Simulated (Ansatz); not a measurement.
## (110) slab of zincblende SiC, 23.1 Å thick as cut, ended by H

Ansatz, PAW, plane waves, no spin–orbit coupling unless named; atoms relaxed with PBEsol, the curve by HSE06. The curve holds the local part of the PAW potentials, so its shape inside matter depends on the files.

```
CELL_PARAMETERS angstrom
2.17843 -2.17843 0.00000
0.00000 0.00000 4.35685
-27.29836 -27.29836 0.00000
ATOMIC_POSITIONS crystal
Si 0.99974 0.00024 0.67941
Si 0.99977 0.00026 0.51982
Si 0.99981 0.00026 0.36023
Si 0.99990 0.99799 0.20101
Si 0.99972 0.99929 0.75914
Si 0.99976 0.00025 0.59962
Si 0.99979 0.00026 0.44003
Si 0.99982 0.99997 0.28043
Si 0.49970 0.49788 0.79874
Si 0.49975 0.50021 0.63953
Si 0.49978 0.50026 0.47993
Si 0.49981 0.50031 0.32035
Si 0.49973 0.49987 0.71932
Si 0.49977 0.50025 0.55973
Si 0.49980 0.50028 0.40014
Si 0.49983 0.49940 0.24062
C 0.99969 0.25568 0.79830
C 0.99975 0.25025 0.63952
C 0.99978 0.25029 0.47993
C 0.99981 0.25030 0.32031
C 0.99973 0.25006 0.71930
C 0.99977 0.25028 0.55973
C 0.99980 0.25031 0.40013
C 0.99983 0.25050 0.24051
C 0.49972 0.75038 0.75924
C 0.49977 0.75028 0.59963
C 0.49979 0.75030 0.44004
C 0.49982 0.75016 0.28046
C 0.49974 0.75022 0.67944
C 0.49978 0.75029 0.51983
C 0.49981 0.75030 0.36024
C 0.49990 0.75579 0.20145
H 0.99987 0.19292 0.16871
H 0.99970 0.11040 0.82185
H 0.49969 0.69281 0.83103
H 0.49983 0.61052 0.17791
```

Planar mean of the electrostatic potential energy along the normal, from the vacuum level:

| z (Å) | v (eV) |
| --- | --- |
| 0.00 | 0.00 |
| 0.29 | 0.00 |
| 0.71 | 0.00 |
| 1.00 | 0.00 |
| 1.29 | 0.00 |
| 1.72 | 0.00 |
| 2.00 | 0.00 |
| 2.43 | 0.00 |
| 2.72 | 0.00 |
| 3.00 | 0.00 |
| 3.43 | 0.00 |
| 3.72 | 0.00 |
| 4.00 | 0.00 |
| 4.43 | -0.01 |
| 4.72 | -0.02 |
| 5.00 | -0.04 |
| 5.43 | -0.13 |
| 5.72 | -0.32 |
| 6.01 | -0.80 |
| 6.43 | -3.20 |
| 6.72 | -4.79 |
| 7.15 | -7.70 |
| 7.44 | -12.93 |
| 7.72 | -16.66 |
| 8.15 | -12.69 |
| 8.44 | -8.51 |
| 8.72 | -9.70 |
| 9.15 | -16.45 |
| 9.44 | -16.30 |
| 9.72 | -11.80 |
| 10.15 | -8.42 |
| 10.44 | -12.65 |
| 10.87 | -17.04 |
| 11.15 | -13.77 |
| 11.44 | -9.01 |
| 11.87 | -10.68 |
| 12.15 | -15.54 |
| 12.44 | -16.90 |
| 12.87 | -10.64 |
| 13.15 | -8.04 |
| 13.44 | -11.25 |
| 13.87 | -17.05 |
| 14.16 | -15.04 |
| 14.44 | -10.10 |
| 14.87 | -9.47 |
| 15.16 | -14.36 |
| 15.59 | -16.42 |
| 15.87 | -12.01 |
| 16.16 | -8.18 |
| 16.59 | -12.42 |
| 16.87 | -16.62 |
| 17.16 | -16.08 |
| 17.59 | -9.17 |
| 17.87 | -8.56 |
| 18.16 | -13.00 |
| 18.59 | -16.97 |
| 18.87 | -13.42 |
| 19.16 | -8.79 |
| 19.59 | -11.02 |
| 19.87 | -15.80 |
| 20.30 | -15.23 |
| 20.59 | -10.31 |
| 20.88 | -8.08 |
| 21.30 | -14.14 |
| 21.59 | -17.08 |
| 21.88 | -14.73 |
| 22.31 | -8.24 |
| 22.59 | -9.75 |
| 22.88 | -14.67 |
| 23.31 | -16.22 |
| 23.59 | -11.65 |
| 24.02 | -8.44 |
| 24.31 | -12.77 |
| 24.59 | -16.76 |
| 25.02 | -13.64 |
| 25.31 | -8.93 |
| 25.59 | -8.75 |
| 26.02 | -15.62 |
| 26.31 | -16.86 |
| 26.60 | -13.06 |
| 27.02 | -8.04 |
| 27.31 | -11.36 |
| 27.60 | -16.04 |
| 28.02 | -14.93 |
| 28.31 | -10.00 |
| 28.74 | -9.59 |
| 29.03 | -14.49 |
| 29.31 | -17.10 |
| 29.74 | -11.91 |
| 30.03 | -8.25 |
| 30.31 | -10.38 |
| 30.74 | -16.58 |
| 31.03 | -15.20 |
| 31.31 | -9.89 |
| 31.74 | -5.32 |
| 32.03 | -4.03 |
| 32.46 | -1.29 |
| 32.74 | -0.50 |
| 33.03 | -0.20 |
| 33.46 | -0.05 |
| 33.74 | -0.02 |
| 34.03 | -0.01 |
| 34.46 | 0.00 |
| 34.75 | 0.00 |
| 35.03 | 0.00 |
| 35.46 | 0.00 |
| 35.75 | 0.00 |
| 36.03 | 0.00 |
| 36.46 | 0.00 |
| 36.75 | 0.00 |
| 37.18 | 0.00 |
| 37.46 | 0.00 |
| 37.75 | 0.00 |
| 38.18 | 0.00 |
| 38.46 | 0.00 |

**Question.** How far below the vacuum level do the top filled and the lowest empty level lie, by each functional?

**Answer.** PBEsol: 5.06 and 3.67 eV (gap 1.39 eV, a 6×4×1 mesh); HSE06: 5.67 and 3.28 eV (gap 2.39 eV, a 4×3×1 mesh). Either level can be a surface state and not a band edge of the crystal.
